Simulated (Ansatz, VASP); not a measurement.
# AlN: VASP beside Ansatz

```
Al N
1.0
     3.11100    0.00000    0.00000
    -1.55550    2.69421    0.00000
     0.00000    0.00000    4.92822
Al N
2 2
Cartesian
  0.0000 1.7961 0.0000
  1.5555 0.8981 2.4641
  0.0000 1.7961 1.8974
  1.5555 0.8981 4.3615
```

Change from the starting cell: zz strain of -1 %.

Alike in both runs: task single point; functional PBEsol; k mesh 11 × 11 × 6; occupations fermi-dirac, width 0.02 eV; no spin polarisation.

|  | VASP | Ansatz |
| --- | --- | --- |
| version | VASP 6.6.1 | Ansatz 0.2.0 |
| potentials or method | VASP PAW PBE potentials, release 64 (Al, N), cutoff 520 eV | all-electron LAPW, scalar-relativistic |

|  | VASP | Ansatz | Ansatz less VASP |
| --- | --- | --- | --- |
| gap on the k mesh at the Fermi level (eV) | 4.15 | 4.15 | -0.006 |
| pressure (GPa) | 2.5 | 2.4 | -0.14 |
| largest component of the traceless stress (GPa) | 1.19 | 1.18 | -0.003 |
| rms of the force components (eV/Å) | 0.030 | 0.031 | +0.0010 |

Atom by atom the forces differ by 0.001 eV/Å (rms over components). Ansatz ran all-electron here, so the differences hold the error of VASP's frozen core and of both bases.

Caveats: the PAW data sets were made with another functional, which shifts forces and pressure a little (VASP); an odd mesh through Γ misses points on the zone boundary, where band edges often lie.
